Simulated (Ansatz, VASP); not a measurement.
**SiC: VASP beside Ansatz**

Contents of INCAR:

```
SYSTEM = SiC
PREC = Accurate
ENCUT = 520
EDIFF = 1E-7
ISMEAR = 0
SIGMA = 0.01
LREAL = .FALSE.
LASPH = .TRUE.
NELM = 80
ALGO = Normal
ISIF = 2
LWAVE = .FALSE.
LCHARG = .FALSE.
GGA = PS
IBRION = 2
NSW = 50
EDIFFG = -0.002
```

The input KPOINTS:

```
Automatic mesh
0
G
  8 8 6
  0 0 0
```

POSCAR

```
SiC
1.0
    3.0603925614      0.0000000000      0.0000000000
   -1.5301962807      2.6503777037      0.0000000000
    0.0000000000      0.0000000000      5.0222993595
Si C
2 2
Direct
    0.3333333333      0.6666666667      0.0045933970
    0.6666666667      0.3333333333      0.5045933970
    0.3333333333      0.6666666667      0.3804066030
    0.6666666667      0.3333333333      0.8804066030
```

Input for Ansatz:

```yaml
crystal:
  lattice:
    - [3.06039256136, 0.0, 0.0]
    - [-1.53019628068, 2.65037770369, 0.0]
    - [0.0, 0.0, 5.02229935947]
  atoms:
    - { symbol: Si, position: [0.333333333333, 0.666666666667, 0.004593397005] }
    - { symbol: Si, position: [0.666666666667, 0.333333333333, 0.504593397005] }
    - { symbol: C, position: [0.333333333333, 0.666666666667, 0.380406602995] }
    - { symbol: C, position: [0.666666666667, 0.333333333333, 0.880406602995] }
kpoints:
  mp_grid: { grid: [8, 8, 6] }
scf:
  occupations: { method: fixed }
  convergence: { dr2_threshold: 1.0e-10 }
hamiltonian:
  xc: pbesol
  pseudopotentials: { kind: all_electron, lapw: { basis_error: 0.0005 } }
output:
  forces: true
  stress: true
  eigenstates:
    kpoints:
      - [0.0, 0.0, 0.0]
      - [-0.666666667, 0.333333333, 0.0]
      - [0.5, -0.5, 0.0]
      - [0.0, 0.5, 0.0]
      - [0.5, 0.0, 0.0]
      - [0.0, 0.0, -0.5]
      - [-0.5, 0.0, -0.5]
      - [-0.5, 0.5, -0.5]
      - [0.0, -0.5, -0.5]
relax:
  f_tol: 0.002
  max_steps: 30
```

Alike in both runs: task relaxation of the atoms; functional PBEsol; k mesh 8 × 8 × 6; no spin polarisation.

|  | VASP | Ansatz |
| --- | --- | --- |
| version | VASP 6.6.1 | Ansatz 0.2.0 |
| potentials or method | VASP PAW PBE potentials, release 64 (Si, C) | all-electron LAPW, scalar-relativistic |
| plane-wave cutoff (eV) | 520 | see its input |
| occupations | gaussian, width 0.01 eV | fixed |

```tsv
	VASP	Ansatz	Ansatz less VASP
gap on the k mesh at the Fermi level, each at its own relaxed structure (eV)	2.35	2.36	+0.012
```

Ansatz ran all-electron here, so the differences hold the error of VASP's frozen core and of both bases.

 Expect the measured gap to be larger: semilocal functionals such as PBEsol lack the derivative discontinuity. A k mesh can miss the band edges.
